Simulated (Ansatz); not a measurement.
Computed with Ansatz 0.2.0, DFT PBE, scalar-relativistic, plane waves, PAW. All cells share a 420 eV cutoff and Γ-centred k meshes spaced at most about 0.3 Å⁻¹ (about 0.25 or finer for metals, 2π included). No spin polarisation in the final relaxations.

Temperature and zero-point effects are left out.

Two relaxed structures of Bi:

A.

```yaml
crystal:
  lattice:
    - [6.56806, 0.00000, 0.00000]
    - [-3.28403, 5.68811, 0.00000]
    - [0.00000, 0.00000, 6.49094]
  atoms:
    - { symbol: Bi, position: [0.50000, 0.00000, 0.74650] }
    - { symbol: Bi, position: [0.00000, 0.50000, 0.74650] }
    - { symbol: Bi, position: [0.50000, 0.50000, 0.74650] }
    - { symbol: Bi, position: [0.00000, 0.50000, 0.25350] }
    - { symbol: Bi, position: [0.50000, 0.00000, 0.25350] }
    - { symbol: Bi, position: [0.50000, 0.50000, 0.25350] }
```

B.

```yaml
crystal:
  lattice:
    - [4.80220, 0.00000, 0.00000]
    - [0.00000, 4.80220, 0.00000]
    - [0.00000, 0.00000, 4.80220]
  atoms:
    - { symbol: Bi, position: [0.00000, 0.50000, 0.50000] }
    - { symbol: Bi, position: [0.50000, 0.00000, 0.50000] }
    - { symbol: Bi, position: [0.50000, 0.50000, 0.00000] }
```

Question: Which form is favoured at zero pressure, and by what margin per atom?

Answer: A is lower, by 17 meV/atom. A has space group P6/mmm (No. 191), 40.4 Å³/atom and no gap on its mesh; B has space group Pm-3m (No. 221), 36.9 Å³/atom and no gap. Counting all near atoms (those within 1.25 times the shortest distance at each site), A has Bi 6 and B has Bi 8. The lower one is the more open, so pressure narrows the difference. In A, around Bi lie 6 Bi at 3.20–3.29 Å. In B, Bi is surrounded by 8 Bi at 3.40 Å. Both come from invented guesses. The part of the Crystallography Open Database at hand lists Bi in space groups No. 12, 166, 194; no cell shown has one of them.

Spin–orbit coupling, which can matter for Bi, is left out. Cells relaxed within their symmetry can be saddle points.
